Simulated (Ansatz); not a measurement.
**Si: an axial (c/a) deformation path**

One table from this session's results is given with a row withheld; the runs are named, their logs left out.

Program: Ansatz 0.2.0. Level of theory: DFT r2SCAN, scalar-relativistic, plane waves, PAW. These are calculated values, not measurements.

## The system as given

Symmetry: P6_3/mmc, No. 194, hexagonal system. Conventional cell: a = 3.831 Å, b = 3.831 Å, c = 6.333 Å, α = 90.00°, β = 90.00°, γ = 120.00°. Si (site symmetry 3m) is surrounded by 4 Si at 2.35 to 2.37 Å.

As a file:

```
Si
1.0
     3.83132    0.00000    0.00000
    -1.91566    3.31802    0.00000
     0.00000    0.00000    6.33262
Si
4
Direct
  0.33333 0.66667 0.06301
  0.66667 0.33333 0.56301
  0.33333 0.66667 0.43699
  0.66667 0.33333 0.93699
```

The structure comes from the Materials Project (structure only).

Set-up of the first run:

input.yaml

```yaml
crystal:
  lattice:
    - [3.8313174605, 0.0, 0.0]
    - [-1.9156587303, 3.3180182508, 0.0]
    - [0.0, 0.0, 6.3326220002]
  atoms:
    - { symbol: Si, position: [0.33333333, 0.66666667, 0.0630095] }
    - { symbol: Si, position: [0.66666667, 0.33333333, 0.5630095] }
    - { symbol: Si, position: [0.33333333, 0.66666667, 0.4369905] }
    - { symbol: Si, position: [0.66666667, 0.33333333, 0.9369905] }
basis:
  ecutwfc: 500
kpoints:
  mp_grid: { grid: [6, 6, 4] }
hamiltonian:
  xc: r2scan
scf:
  occupations: { method: gaussian, width: 0.1 }
output:
  forces: true
  stress: true
  eigenvalues: true
```

Command:

```
> ansatz run input.yaml --threads 1 --pin off --max-ram 2560MiB --backend cpu --events-out ev --progress --plain --runs-dir out
```

Among the steps run: Probe: one point at the start; Zero of the scan; At ρ = 0.850; ρ = 1.200; At ρ = 0.920; Point ρ = 1.100; Point ρ = 0.960; ρ = 1.050; At ρ = 0.800; Point ρ = 1.300.

One of the session's tables, all rows but one given; the rest of the session is left out.

Collected from the runs (energy zero: the undisturbed cell):

| ρ | ΔE (meV/atom) | pressure (GPa) | gap on the mesh (eV) |
| --- | --- | --- | --- |
| 0.800 | 597.6 | 8.7 | 0.00 |
| 0.850 | 304.7 | 4.6 | 0.00 |
| 0.920 | 75.9 | 1.3 | 0.16 |
| 0.960 | 17.9 | 0.5 | 0.40 |
| 1.000 | 0.0 | 0.2 | 0.60 |
| 1.050 | 21.4 | 0.4 | 0.80 |
| 1.100 | ? | ? | ? |
| 1.200 | 272.2 | 3.8 | 0.00 |
| 1.300 | 502.9 | 7.1 | 0.00 |

Q: Estimate the row for ρ = 1.100 from the others.

Worked estimate for «ΔE (meV/atom)». A straight line through the neighbours (1.050, 21.4) and (1.200, 272.2) gives 21.4 + (272.2 − 21.4) × (1.100 − 1.050) / (1.200 − 1.050) = 105.0; a parabola fitted to 4 rows on both sides gives 93.1.

As computed: ΔE (meV/atom): 80.2; pressure (GPa): 1.2; gap on the mesh (eV): 0.64. In «ΔE (meV/atom)» the line misses by +24.8 and the parabola by +12.9.

Where the gap reads zero, the mesh chosen for the insulator is on the coarse side.
